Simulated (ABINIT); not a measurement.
AlN, 4 atoms in the cell. Symmetry: P6_3/mmc, No. 194, hexagonal system. Conventional cell: a = 3.312 Å, b = 3.312 Å, c = 4.188 Å, α = 90.00°, β = 90.00°, γ = 120.00°. Al (site symmetry -6m2) is surrounded by 5 N at 1.91 to 2.09 Å. Around N (site symmetry -6m2) lie 5 Al at 1.91 to 2.09 Å. Measurements of this composition are mostly on another form, of space group No. 186.

- Program: ABINIT 10.8.3 (patched build)
- Task: single point
- Functional: PBE
- Potentials or basis: JTH PAW PBE v2.0
- Cutoff: 707 eV
- k mesh: 9 × 9 × 7
- Occupations: fermi-dirac, width 0.05 eV
- Spin: no spin polarisation
- Fine-grid cutoff: 1306.15 eV
- Exchange and correlation inside the PAW spheres: full angular mesh (pawxcdev 0, this build's default; the released program takes 1)

Potentials or basis: JTH PAW PBE v2.0.

Launch:

```console
$ abinit run.abi > log 2>&1
```

Hardware: 1 thread of Arm Neoverse V2, on a shared host.

Problem. Estimate the wall time of this run.

Solution. Run time: 24 s on 1 thread of Arm Neoverse V2, on a shared host, peak memory 0.13 GiB. Counts: scf iterations 10, mpi ranks 1, k points 48, bands 12, plane waves 1716.
